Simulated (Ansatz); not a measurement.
The system is ZnSe.

```
CELL_PARAMETERS angstrom
4.10770 0.00000 0.00000
0.00000 4.10770 0.00000
0.00000 0.00000 6.07035
ATOMIC_POSITIONS crystal
Se 0.50000 0.00000 0.75372
Se 0.00000 0.50000 0.24628
Zn 0.50000 0.50000 0.00000
Zn 0.00000 0.00000 0.00000
```

Measurements of this composition are mostly on another form, of space group No. 216.

Base run:

```yaml
Program: Ansatz 0.2.0
Functional: HSE06 form with a typed share of exact exchange
Potentials_or_basis: Ansatz PAW
Cutoff: "420 eV (not typed: the program's choice for these potentials)"
k_mesh: 4 × 4 × 3
Occupations: fermi-dirac, width 0.05 eV
Spin: no spin polarisation
```

Its results: band gap on the k mesh 4.01 eV, direct; pressure -1.8 GPa; largest force 0.654 eV/Å.

Question: The run is repeated on the same cell with these changes: share of exact exchange from 0.5 to 0.1. What comes out?

Answer: Band gap on the k mesh 2.35 eV, direct; pressure -0.5 GPa; largest force 0.219 eV/Å.

Caveats: odd divisions of the mesh miss points on the zone boundary, where band edges often lie, so the gap on the mesh can be too wide; the PAW data sets come from PBE, with cores solved anew for the run's functional, which leaves a small shift of forces and pressure; the thresholds are loose for stress.

A k mesh can miss the band edges.
